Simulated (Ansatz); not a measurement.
# Symmetry broken, then relaxed in Al2Cu

These are results of DFT PBEsol, scalar-relativistic, plane waves, PAW in Ansatz 0.2.0, not measurements. The runs took a 420 eV cutoff, a Γ-centred 12×12×12 mesh and Gaussian smearing (0.15 eV). No spin polarisation. Energies are free energies at this smearing, counted from the undisturbed cell; pressure is positive in compression.

Zero of the scan (relaxed at this level; it needn't be the usual structure):

```yaml
crystal:
  lattice:
    - [-2.02463, 2.02463, 2.86301]
    - [2.02463, -2.02463, 2.86301]
    - [2.02463, 2.02463, -2.86301]
  atoms:
    - { symbol: Al, position: [0.75000, 0.25000, 0.50000] }
    - { symbol: Al, position: [0.25000, 0.75000, 0.50000] }
    - { symbol: Cu, position: [0.50000, 0.50000, 0.00000] }
```

The atoms are displaced (Å, in the unstrained cell):

| atom | ux | uy | uz |
| --- | --- | --- | --- |
| Al1 | 0.053 | 0.034 | -0.020 |
| Al2 | 0.053 | 0.034 | -0.020 |
| Cu3 | -0.107 | -0.068 | 0.041 |

Cell and atoms are then relaxed.

Does the relaxation return to the undisturbed structure?

Yes (up to a choice of domain or origin): same space group and volume, and an energy 0.0 meV/atom from it. The disturbance itself cost 51.3 meV/atom. The final space group reads Fm-3m (tolerance 0.05 Å) and the volume changes by 0.01 %.

Final structure:

```
Al Cu
1.0
    -2.02461    2.02466    2.86327
     2.02464   -2.02463    2.86327
     2.02465    2.02467   -2.86325
Al Cu
2 1
Direct
  0.75000 0.25000 0.50000
  0.25000 0.75000 0.50000
  0.50000 0.50000 0.00000
```

The relaxation, step by step (energy from the first step; small jumps at an unchanged geometry come where the plane waves are selected anew for the new cell):

```csv
step,ΔE (meV/atom),largest force component (eV/Å),pressure (GPa)
1,0.0,1.253,1.52
2,-30.7,0.793,1.15
3,-51.2,0.008,-0.10
4,-51.3,0.000,0.00
5,-51.3,0.000,0.00
```

Frames along the relaxation (Å, eV/Å):

```xyz
3
Lattice="-2.025 2.025 2.863 2.025 -2.025 2.863 2.025 2.025 -2.863" Properties=species:S:1:pos:R:3:forces:R:3 pbc="T T T" step=1
Al    0.053    2.059    1.411   -0.752   -0.302    0.353
Al    2.078    0.034    1.411   -0.501   -0.461    0.159
Cu   -0.107   -0.068    2.904    1.253    0.763   -0.512
3
Lattice="-2.015 2.032 2.860 2.027 -2.023 2.863 2.006 2.015 -2.855" Properties=species:S:1:pos:R:3:forces:R:3 pbc="T T T" step=2
Al    0.032    2.047    1.421   -0.467   -0.197    0.215
Al    2.053    0.019    1.423   -0.326   -0.289    0.106
Cu   -0.060   -0.039    2.887    0.793    0.487   -0.321
3
Lattice="-2.026 2.026 2.865 2.026 -2.026 2.864 2.025 2.025 -2.864" Properties=species:S:1:pos:R:3:forces:R:3 pbc="T T T" step=3
Al    0.000    2.025    1.432   -0.004   -0.002    0.002
Al    2.025    0.000    1.432   -0.003   -0.002    0.001
Cu   -0.001    0.000    2.865    0.007    0.004   -0.003
3
Lattice="-2.025 2.025 2.863 2.025 -2.025 2.863 2.025 2.025 -2.863" Properties=species:S:1:pos:R:3:forces:R:3 pbc="T T T" step=4
Al    0.000    2.025    1.432    0.000    0.000    0.000
Al    2.025    0.000    1.432    0.000    0.000    0.000
Cu    0.000    0.000    2.863    0.000    0.000    0.000
3
Lattice="-2.025 2.025 2.863 2.025 -2.025 2.863 2.025 2.025 -2.863" Properties=species:S:1:pos:R:3:forces:R:3 pbc="T T T" step=5
Al    0.000    2.025    1.432    0.000    0.000    0.000
Al    2.025    0.000    1.432    0.000    0.000    0.000
Cu    0.000    0.000    2.863    0.000    0.000    0.000
```